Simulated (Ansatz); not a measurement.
**How many bands does the GW gap of AlBPN (heterobilayer) need?**

Wanted: a G0W0 gap for AlBPN (heterobilayer) that is converged in bands and cutoff, or an estimate of the limit.

Program: Ansatz 0.2.0. Level of theory: G0W0 on PBEsol, plane waves, PAW; PAW set soft_1. Results are calculated unless marked as measured.

## 1. The structure

The cell holds 4 atoms: 1 Al, 1 N, 1 B and 1 P. Its edges and angles: a = 3.152 Å, b = 3.152 Å, c = 30.100 Å, α = 90.0°, β = 90.0°, γ = 120.0°. Regions: layer 1 (AlN-hc), 2 atoms (1 Al and 1 N); layer 2 (BP-hc), 2 atoms (1 B and 1 P). Vacuum lies along c.

The structure was relaxed with PBEsol-D3(BJ). The runs that relaxed it are not among those shown. The Coulomb interaction is cut off across the vacuum.

## 2. 154 empty bands, screening to 41 eV

G0W0 replaces the xc potential by the self-energy, built once from these orbitals. Only a window of levels is corrected, while the sums run over the empty bands that the input names. This step takes PAW set soft_1 files.

Contents of input.yaml:

```yaml
crystal:
  lattice:
    - [3.1516219572, 0.0, 0.0]
    - [-1.5758109786, 2.7293846781, 0.0]
    - [0.0, 0.0, 30.1]
  atoms:
    - { symbol: Al, position: [0.3333333333, 0.6666666667, 0.44299531] }
    - { symbol: "N", position: [0.6666666667, 0.3333333333, 0.442367795] }
    - { symbol: B, position: [0.6666666667, 0.3333333333, 0.556602072] }
    - { symbol: P, position: [0.0, 0.0, 0.557632205] }
  periodic: [true, true, false]
kpoints:
  mp_grid: { grid: [6, 6, 1] }
hamiltonian:
  xc: pbesol
  pseudopotentials: { kind: paw, azcp: { folder: soft_1 }, xc_functional: pbe }
scf:
  occupations: { method: fixed }
gw:
  n_empty_bands: 154
  ecut_chi: 41
  qp_bands: [v2, c2]
  qp_kpoints: band_edges
  screening: { model: contour_deformation }
```

Run with:

```console
$ ansatz run input.yaml --threads 8 --pin off --max-ram 17510MiB --backend cpu --events-out ev --progress --plain --runs-dir out
```

Numbers of over 12 decimals in the logs are rounded to 6 here.

Log:

```text
Engine: ansatz 0.2.0, x86_64-unknown-linux-gnu
Pseudopotentials: kind: paw
Pseudopotential: Al, paw, valence charge 3, recommended cutoff 420 eV (normal), soft_1/Al.paw.azcp
Pseudopotential: N, paw, valence charge 5, recommended cutoff 420 eV (normal), soft_1/N.paw.azcp
Pseudopotential: B, paw, valence charge 3, recommended cutoff 420 eV (normal), soft_1/B.paw.azcp
Pseudopotential: P, paw, valence charge 5, recommended cutoff 420 eV (normal), soft_1/P.paw.azcp
Functional definition: PBEsol
  exchange = pbesol_x
  correlation = pbesol_c
Crystal: 4 atoms, lattice volume = 258.920 Å³
Basis set: ecut = 420 eV, 4985 PW (Γ)
Bands: 12, of which v1, the nominal top of the filled ones, is band 8 counted from 1 (7 counted from 0)
Symmetry: 6 space group operations
Space group: P3m1 (ITA 156), of the structure as read, at distance tolerance 6.4e-5 Å
k-points: 7 of 36 (time reversal used)
Non-local potential: Al, projectors of the file, l = 0: 2, l = 1: 2, l = 2: 1
Non-local potential: N, projectors of the file, l = 0: 2, l = 1: 2, l = 2: 1
Non-local potential: B, projectors of the file, l = 0: 2, l = 1: 2, l = 2: 1
Non-local potential: P, projectors of the file, l = 0: 2, l = 1: 2, l = 2: 1
PAW form: soft (Blöchl's): semilocal exchange-correlation on the pseudo side does not see the compensation charge
PAW frozen core: Al, regenerated for the run's functional, and the local potential with it (the file was generated under x = pbe(κ = 0.804, μ = 0.219515), c = pbe(β = 0.066725))
PAW frozen core: N, regenerated for the run's functional, and the local potential with it (the file was generated under x = pbe(κ = 0.804, μ = 0.219515), c = pbe(β = 0.066725))
PAW frozen core: B, regenerated for the run's functional, and the local potential with it (the file was generated under x = pbe(κ = 0.804, μ = 0.219515), c = pbe(β = 0.066725))
PAW frozen core: P, regenerated for the run's functional, and the local potential with it (the file was generated under x = pbe(κ = 0.804, μ = 0.219515), c = pbe(β = 0.066725))
PAW one-centre angular grid: Al, 110 points (default); XC on 64 Gauss nodes
PAW one-centre angular grid: N, 110 points (default); XC on 64 Gauss nodes
PAW one-centre angular grid: B, 110 points (default); XC on 64 Gauss nodes
PAW one-centre angular grid: P, 110 points (default); XC on 64 Gauss nodes
Initial wavefunctions: pseudopotential atomic-orbital guess
Functional: x = pbesol(κ = 0.804, μ = 0.123457), c = pbesol(β = 0.046)
SCF iter   1: F=—  HF=-1801.757146 eV  |F-HF|=—  |Δ(HF+E_count)|=         —  Δρ=6.43e-2  dr2=1.47e1  ethr=3.10e-3  ⟨swp⟩=8.0  Hψ=665  notcnv=0  defer=12
preconditioner: auto → none  [insulator: Δε(μ)=0.003 eV  Ē_g=10.443 eV  n_scr=16 (ndim 8)  ℏωp=8.6 eV  f_vac=0.710  ε∞_Penn≈1.7]
SCF iter   2: F=—  HF=-1799.139229 eV  |F-HF|=—  |Δ(HF+E_count)|=    2.62e0  Δρ=5.64e-2  dr2=2.05e1  ethr=3.10e-3  ⟨swp⟩=6.0  Hψ=405  notcnv=0  defer=14
SCF iter   3: F=—  HF=-1799.784262 eV  |F-HF|=—  |Δ(HF+E_count)|=   6.45e-1  Δρ=2.71e-2  dr2=6.42e1  ethr=3.10e-3  ⟨swp⟩=5.6  Hψ=378  notcnv=0  defer=14  recentre
SCF iter   4: F=—  HF=-1797.557430 eV  |F-HF|=—  |Δ(HF+E_count)|=    2.23e0  Δρ=1.92e-2  dr2=7.26e-1  ethr=3.10e-3  ⟨swp⟩=5.7  Hψ=317  notcnv=0  defer=12
SCF iter   5: F=—  HF=-1797.478576 eV  |F-HF|=—  |Δ(HF+E_count)|=   7.89e-2  Δρ=1.17e-2  dr2=8.58e-1  ethr=3.10e-3  ⟨swp⟩=3.1  Hψ=203  notcnv=0  defer=14
SCF iter   6: F=—  HF=-1797.462568 eV  |F-HF|=—  |Δ(HF+E_count)|=   1.60e-2  Δρ=7.00e-3  dr2=8.51e-1  ethr=3.10e-3  ⟨swp⟩=1.7  Hψ=132  notcnv=0  defer=12
SCF iter   7: F=—  HF=-1797.400579 eV  |F-HF|=—  |Δ(HF+E_count)|=   6.20e-2  Δρ=2.81e-3  dr2=2.52e-1  ethr=3.10e-3  ⟨swp⟩=1.4  Hψ=96  notcnv=0  defer=10
SCF iter   8: F=—  HF=-1797.373444 eV  |F-HF|=—  |Δ(HF+E_count)|=   2.71e-2  Δρ=8.47e-4  dr2=5.41e-2  ethr=1.57e-3  ⟨swp⟩=1.9  Hψ=157  notcnv=0  defer=11
SCF iter   9: F=—  HF=-1797.363344 eV  |F-HF|=—  |Δ(HF+E_count)|=   1.01e-2  Δρ=4.00e-4  dr2=3.08e-3  ethr=3.38e-4  ⟨swp⟩=3.4  Hψ=133  notcnv=0  defer=14
SCF iter  10: F=—  HF=-1797.363630 eV  |F-HF|=—  |Δ(HF+E_count)|=   2.86e-4  Δρ=2.20e-4  dr2=1.06e-3  ethr=1.93e-5  ⟨swp⟩=2.7  Hψ=201  notcnv=0  defer=14
SCF iter  11: F=—  HF=-1797.363489 eV  |F-HF|=—  |Δ(HF+E_count)|=   1.41e-4  Δρ=7.84e-5  dr2=1.96e-4  ethr=6.60e-6  ⟨swp⟩=3.1  Hψ=138  notcnv=0  defer=14
SCF iter  12: F=—  HF=-1797.363448 eV  |F-HF|=—  |Δ(HF+E_count)|=   4.14e-5  Δρ=4.05e-5  dr2=5.02e-6  ethr=1.23e-6  ⟨swp⟩=3.1  Hψ=156  notcnv=0  defer=14
SCF iter  13: F=—  HF=-1797.363448 eV  |F-HF|=—  |Δ(HF+E_count)|=   1.51e-7  Δρ=1.97e-5  dr2=3.94e-6  ethr=3.14e-8  ⟨swp⟩=2.9  Hψ=169  notcnv=0  defer=14
SCF iter  14: F=—  HF=-1797.363447 eV  |F-HF|=—  |Δ(HF+E_count)|=   8.69e-7  Δρ=7.05e-6  dr2=7.64e-7  ethr=2.46e-8  ⟨swp⟩=2.0  Hψ=122  notcnv=0  defer=14
SCF iter  15: F=-1797.363447 eV  HF=-1797.363447 eV  |F-HF|=2.33e-8  |Δ(HF+E_count)|=   1.75e-7  Δρ=1.16e-6  dr2=2.52e-8  ethr=6.25e-10  ⟨swp⟩=11.3  Hψ=789  notcnv=0
SCF 1 converged in 15 iterations: F = -1797.363447 eV  dr2 = 2.52e-8
  greatest PAW one-centre occupation: 0.788 electrons in one spin orbital (limit 2), on the N atom at site 1 (counted from 0), in its partial waves of l = 0
NSCF: frozen V_eff on 7 k-points
G₀W₀ screening: q 1/7
[... further progress lines ...]
SCF converged after 15 iterations
Free energy (F): -1797.363447 eV
Harris-Foulkes:  -1797.363447 eV  (|F-HF|=2.33e-8)
Internal energy: -1797.363447 eV  (E = F + TS)
E sigma→0 (E₀):  -1797.363447 eV
Fermi energy:    -5.116509 eV
--- Per-component energies (eV) ---
  E_band       = -172.226308
  E_kinetic    = 271.528530
  E_local      = -15103.289537  (includes V_loc(G=0)·N_el)
  E_nonlocal   = 86.467614
  E_hartree    = 7405.392865
  E_xc         = -200.798863
  E_vxc        = -203.294360  (∫ρ·V_xc dr)
  E_paw        = -1198.711971  (= ΣΔE_a)
  E_vpaw       = -34.428987  (= ΣTr[D̂ρ^β])
  E_aug_tail   = 0.000852  (compensation charges beyond the density's cutoff)
  E_ewald      = 6941.939018
  E_core_change = 0.108045  (= ΣΔE_core)
  E_smearing   = -0.000000  (= −TS)
  E_closure    = -0.000000  (closes the sum)
  Σ components = -1797.363447   (vs F -1797.363447, Δ=0.00e0)
--- Band table (eV; the first three rows and the last of 7) ---
  k-point 0: bands = [... 4 lower, -6.6912, -6.6912, -6.3125, -6.3125, -2.5183, -0.7405, -0.3160, -0.3160]
  k-point 1: bands = [... 4 lower, -7.5710, -7.4113, -7.1238, -6.5178, -1.6568, -0.9610 (-0.9610°), -0.2528, 0.4852]
  k-point 2: bands = [... 4 lower, -8.4056, -7.9162, -6.8859, -6.2375, -1.8490, -1.6213, -0.1742, 0.2613]
  k-point 6: bands = [... 4 lower, -9.4395, -9.2024, -5.7392, -5.1165, -4.1238, -0.5132, 1.5306, 1.8308]
  ° read free of the cell's end (the report's vacuum.weakly_bound_levels)
--- G₀W₀: contour deformation, 6 samples at zero and on the imaginary axis and 2 off it, 36 q-points, 154 empty bands' worth ---
  eigenvalues of the whole cell's RPA ε∞ on this k-mesh (on a slab, of 1 + 4πα/V) = 1.1757, 4.9219, 4.9219; static W/v taken at q = 0 is 0.410338
  gw.qp_kpoints: band_edges: 6 of 7 stored k-points solved, in 1 pass; an edge of the gap read off the rows below is read off those points alone
    valence top: of the k-points left out ik 4 came nearest to being solved in a further pass, in band 8 (counted from 1, as in the quasiparticle table): it holds the edge there only if its correction is more favourable than any solved in that band by at least 1.378 eV; those differ by 0.284 eV
    conduction bottom: of the k-points left out ik 4 came nearest to being solved in a further pass, in band 10 (counted from 1, as in the quasiparticle table): it holds the edge there only if its correction is more favourable than any solved in that band by at least 3.320 eV; those differ by 0.637 eV
  `?` marks the rows in doubt; gw_qp.tsv's column doubts and the gw_qp event give each row's grounds
    ik  band        ε_KS         Σx   Σc(E_QP)       V_xc       Z   E_QP_lin       E_QP  E_QP is
     0     7     -6.3125   -21.9185     4.0491   -17.6252  0.6437    -6.5641    -6.5567  root
     0     8     -6.3125   -21.9185     4.0491   -17.6252  0.6437    -6.5641    -6.5567  root
     0     9     -2.5183    -5.4627    -3.2936    -9.1803  0.7071    -2.0697    -2.0942  root
     0    10     -0.7405    -2.2282    -2.2275    -4.5986  0.7553    -0.5959    -0.5976  root
     1     7     -7.1238   -17.3471     3.6217   -13.3275  0.5816    -7.5404    -7.5218  root ?
     1     8     -6.5178   -21.8630     4.1019   -17.4872  0.6404    -6.8015    -6.7917  root
     1     9     -1.6568    -5.2689    -3.2496    -8.9624  0.6954    -1.1859    -1.2129  root
     1    10     -0.9610    -7.6344    -4.5019   -12.9164  0.6559    -0.0342    -0.1810  root ?
     2     7     -6.8859   -21.7763     4.1950   -17.2593  0.6347    -7.2225    -7.2079  root
     2     8     -6.2375   -17.7673     3.2877   -14.1439  0.6242    -6.5938    -6.5733  root
     2     9     -1.8490    -7.6928    -4.3238   -12.7508  0.6639    -0.9941    -1.1149  root ?
     2    10     -1.6213    -6.8329    -4.2978   -11.7177  0.6239    -0.9880    -1.0342  root
     3     7     -6.5086   -15.0609     2.2337   -12.6284  0.6010    -6.7031    -6.7073  root
     3     8     -5.6741   -17.4562     2.7764   -14.4428  0.6433    -5.9180    -5.9110  root
     3     9     -3.7880    -7.5439    -3.1198   -11.1894  0.6689    -3.2195    -3.2623  root
     3    10     -2.1591    -7.8213    -4.2813   -12.8378  0.6702    -1.3023    -1.4239  root ?
     5     7     -6.7211   -14.6771     2.1889   -12.2903  0.6672    -6.9352    -6.9190  root
     5     8     -5.6570   -17.7980     2.8816   -14.6738  0.6429    -5.9069    -5.8996  root
     5     9     -3.1098    -7.6478    -3.4534   -11.6684  0.6551    -2.4877    -2.5426  root
     5    10     -0.1688    -6.2976    -4.3850   -11.3597  0.6653     0.5885     0.5083  root
     6     7     -5.7392   -18.3518     3.1869   -14.8959  0.6380    -6.0176    -6.0081  root
     6     8     -5.1165   -13.7808     0.8888   -12.8404  0.6612    -5.1683    -5.1681  root
     6     9     -4.1238    -8.7866    -2.6654   -11.9956  0.6627    -3.5345    -3.5802  root
     6    10     -0.5132    -4.2464    -4.0930    -8.8428  0.6883     0.0312    -0.0098  root
```

It took 8.6 s on 8 threads of Intel Xeon at 2.60GHz (Ice Lake), shared host; peak memory 1.8 GiB; 57 s of CPU time.

The column dr2 measures how far the density is from self-consistency, as an energy; F and HF (Harris–Foulkes) agree once it is small.

This step gave:

```yaml
bands_summed: 162
plane_waves_in_the_screening_matrix: 169
q_points_in_the_mesh: 36
g0w0_gap_on_the_mesh: 1.588 eV
k_of_the_valence_top: 0.3333, 0.3333, 0
k_of_the_conduction_bottom: 0.3333, 0.3333, 0
starting_gap_on_the_mesh: 0.9927 eV
z_at_the_valence_top: 0.6612
z_at_the_conduction_bottom: 0.6627
least_direct_g0w0_gap_on_the_computed_points: 1.588 eV
```

The gap on the mesh goes from 0.99 eV to 1.59 eV, a correction of +0.60 eV. Between the two edge states, bare exchange in place of the xc potential would open the gap by 4.15 eV, and correlation takes back 3.55 eV.

## 3. 381 empty bands, screening to 75 eV

Another rung: the empty bands reach about as high as the screening cutoff, so the two stay in balance.

Changes to input.yaml since step 2:

```diff
@@ -18,5 +18,6 @@
   occupations: { method: fixed }
+  convergence: { dr2_threshold: 1.0e-10 }
 gw:
-  n_empty_bands: 154
-  ecut_chi: 41
+  n_empty_bands: 381
+  ecut_chi: 75.0
   qp_bands: [v2, c2]
```

Log:

```text
[...]
Crystal: 4 atoms, lattice volume = 258.920 Å³
Basis set: ecut = 420 eV, 4985 PW (Γ)
Bands: 12, of which v1, the nominal top of the filled ones, is band 8 counted from 1 (7 counted from 0)
[... 1 set-up line as in the run before ...]
[...]
k-points: 7 of 36 (time reversal used)
[...]
SCF iter   1: F=—  HF=-1801.757146 eV  |F-HF|=—  |Δ(HF+E_count)|=         —  Δρ=6.43e-2  dr2=1.47e1  ethr=3.10e-3  ⟨swp⟩=8.0  Hψ=665  notcnv=0  defer=12
[...]
SCF iter  17: F=-1797.363447 eV  HF=-1797.363447 eV  |F-HF|=3.91e-11  |Δ(HF+E_count)|=  4.91e-11  Δρ=1.14e-7  dr2=4.60e-11  ethr=1.00e-12  ⟨swp⟩=13.0  Hψ=744  notcnv=0
SCF 1 converged in 17 iterations: F = -1797.363447 eV  dr2 = 4.60e-11
[...]
NSCF: frozen V_eff on 7 k-points
G₀W₀ screening: q 1/7
[... further progress lines ...]
SCF converged after 17 iterations
Free energy (F): -1797.363447 eV
[...]
Internal energy: -1797.363447 eV  (E = F + TS)
E sigma→0 (E₀):  -1797.363447 eV
Fermi energy:    -5.116386 eV
[...]
--- Band table (eV; the first three rows and the last of 7) ---
  k-point 0: bands = [... 4 lower, -6.6911, -6.6911, -6.3127, -6.3127, -2.5184, -0.7405, -0.3158, -0.3158]
  k-point 1: bands = [... 4 lower, -7.5712, -7.4111, -7.1240, -6.5181, -1.6569, -0.9609 (-0.9609°), -0.2528, 0.4851]
  k-point 2: bands = [... 4 lower, -8.4055, -7.9161, -6.8861, -6.2377, -1.8489, -1.6212, -0.1744, 0.2612]
  k-point 6: bands = [... 4 lower, -9.4398, -9.2027, -5.7394, -5.1164, -4.1237, -0.5133, 1.5305, 1.8308]
  ° read free of the cell's end (the report's vacuum.weakly_bound_levels)
[...]
0     7     -6.3127   -21.9185     3.8189   -17.6252  0.6400    -6.8214    -6.7870  root
     0     8     -6.3127   -21.9185     3.8189   -17.6252  0.6400    -6.8214    -6.7870  root
     0     9     -2.5184    -5.4628    -3.3197    -9.1805  0.7044    -2.0997    -2.1204  root
     0    10     -0.7405    -2.2283    -2.2869    -4.5988  0.7607    -0.6563    -0.6569  root
     1     7     -7.1240   -17.3471     3.4723   -13.3275  0.5673    -7.6741    -7.6713  root ?
     1     8     -6.5181   -21.8630     3.8803   -17.4872  0.6368    -7.0527    -7.0136  root
     1     9     -1.6569    -5.2690    -3.3069    -8.9625  0.6944    -1.2496    -1.2703  root
     1    10     -0.9609    -7.6344    -4.6770   -12.9164  0.6519    -0.2923    -0.3559  root
     2     7     -6.8861   -21.7763     3.9880   -17.2593  0.6319    -7.4640    -7.4152  root
[...]
3     7     -6.5086   -15.0617     2.0473   -12.6288  0.5963    -6.8874    -6.8942  root ?
[...]
6     7     -5.7394   -18.3522     3.0059   -14.8961  0.6312    -6.2203    -6.1896  root
     6     8     -5.1164   -13.7807     0.6599   -12.8404  0.6548    -5.4059    -5.3969  root
     6     9     -4.1237    -8.7862    -2.8976   -11.9954  0.6568    -3.8010    -3.8122  root
     6    10     -0.5133    -4.2464    -4.1988    -8.8429  0.6796    -0.0949    -0.1156  root
```

Elapsed: 35 s, on 8 threads; peak memory 4.7 GiB.

Numbers from this step:

```yaml
bands_summed: 389
plane_waves_in_the_screening_matrix: 379
q_points_in_the_mesh: 36
g0w0_gap_on_the_mesh: 1.585 eV
k_of_the_valence_top: 0.3333, 0.3333, 0
k_of_the_conduction_bottom: 0.3333, 0.3333, 0
starting_gap_on_the_mesh: 0.9927 eV
z_at_the_valence_top: 0.6548
z_at_the_conduction_bottom: 0.6568
least_direct_g0w0_gap_on_the_computed_points: 1.585 eV
```

Against the run with 6×6×1 mesh, 154 empty bands, screening to 41 eV, PAW set soft_1 files, the gap moves by −0.003 eV.

## 4. The runs together

Times are wall times on 8 threads of Intel Xeon at 2.60GHz (Ice Lake), shared host, good to a factor of about two.

| mesh | files | frequency | bands summed | cutoff (eV) | start (eV) | G0W0 (eV) | time | host memory (GiB) |
| --- | --- | --- | --- | --- | --- | --- | --- | --- |
| 6×6×1 | PAW set soft_1 | contour deformation | 162 | 41 | 0.993 | 1.588 | 8.6 s | 1.8 |
| 6×6×1 | PAW set soft_1 | contour deformation | 389 | 75 | 0.993 | 1.585 | 35 s | 4.7 |

The parts of the quasiparticle energy at the two band edges (eV; QP = start + Σx + Σc − Vxc):

```
      run               edge  start      Σx     Σc     Vxc     Z     QP
162 bands        valence top  -5.12  -13.78   0.89  -12.84  0.66  -5.17
162 bands  conduction bottom  -4.12   -8.79  -2.67  -12.00  0.66  -3.58
389 bands        valence top  -5.12  -13.78   0.66  -12.84  0.65  -5.40
389 bands  conduction bottom  -4.12   -8.79  -2.90  -12.00  0.66  -3.81
```

## 5. What came out

- 162 bands, 41 eV: 1.588 eV
- 389 bands, 75 eV: 1.585 eV
- estimated limit in bands and cutoff: 1.58 eV
- mesh and start: 6×6×1, PBEsol

What this shows: A line in one over the bands through the two rungs gives 1.58 eV, −0.002 eV from the top rung; with two points alone it is an unchecked estimate. The rungs stand 0.01 eV (162 bands) and 0.00 eV (389 bands) from it. From 162 to 389 bands the gap moves by −0.003 eV while the time grows 4.0-fold. Σc changes by −0.23 eV at the valence top and −0.23 eV at the conduction bottom, so the levels themselves move more than the gap between them. The mesh in the plane is coarse for a sheet; gap and any exciton binding can still move on denser ones.

[Paths, hosts, dates, memory and timing lines, banners, echoed tables and standing remarks are left out of the program output.]

[Logs are printed without paths, hosts, clocks, repeated set-up lines and the standing remarks that a program may print on its own settings, such as how far it seeks lower states.]

[Runs of the session that timed out or met a known fault of the program may be left out.]

[Cells called generated may have been cut or substituted from an entry of the Crystallography Open Database or the Materials Project.]

[Hosts, paths, dates, database ids (printed as entryN), source tags and the programs' standing remarks are cut or masked in the printed files.]
